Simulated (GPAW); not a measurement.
CsPbCl3:

```
Pb Cs Cl
1.0
     5.60500    0.00000    0.00000
     0.00000    5.60500    0.00000
     0.00000    0.00000    5.60500
Pb Cs Cl
1 1 3
Direct
  0.50000 0.50000 0.50000
  0.00000 0.00000 0.00000
  0.50000 0.00000 0.50000
  0.00000 0.50000 0.50000
  0.50000 0.50000 0.00000
```

Base run:

| Quantity | Value |
| --- | --- |
| Program | GPAW 26.7.0 |
| Functional | TB-mBJ |
| Potentials or basis | GPAW PAW data sets for LDA (gpaw-data 1.2.1) |
| Cutoff | 600 eV |
| Basis | pw |
| k mesh | 5 × 5 × 5 |
| Occupations | fermi-dirac, width 0.05 eV |
| Spin | no spin polarisation |

Its results: band gap on the k mesh 3.73 eV, direct.

Question: After a change of settings the same cell gave: band gap on the k mesh 2.86 eV, direct. Which change was it?
A. functional from TB-mBJ to SCAN; potentials or basis from GPAW PAW data sets for LDA (gpaw-data 1.2.1) to GPAW PAW data sets (gpaw-data 1.2.1)
B. k mesh from 5 × 5 × 5 to 4 × 4 × 4
C. functional from TB-mBJ to r2SCAN; potentials or basis from GPAW PAW data sets for LDA (gpaw-data 1.2.1) to GPAW PAW data sets (gpaw-data 1.2.1)

Answer: B.

Caveats: a model potential gives levels but no total energy; spin-orbit coupling is left out, which as a rule narrows the gap of such compounds by several tenths of an eV; an odd mesh through Γ misses points on the zone boundary, where band edges often lie (some runs).

Not every run made on this cell is shown here.
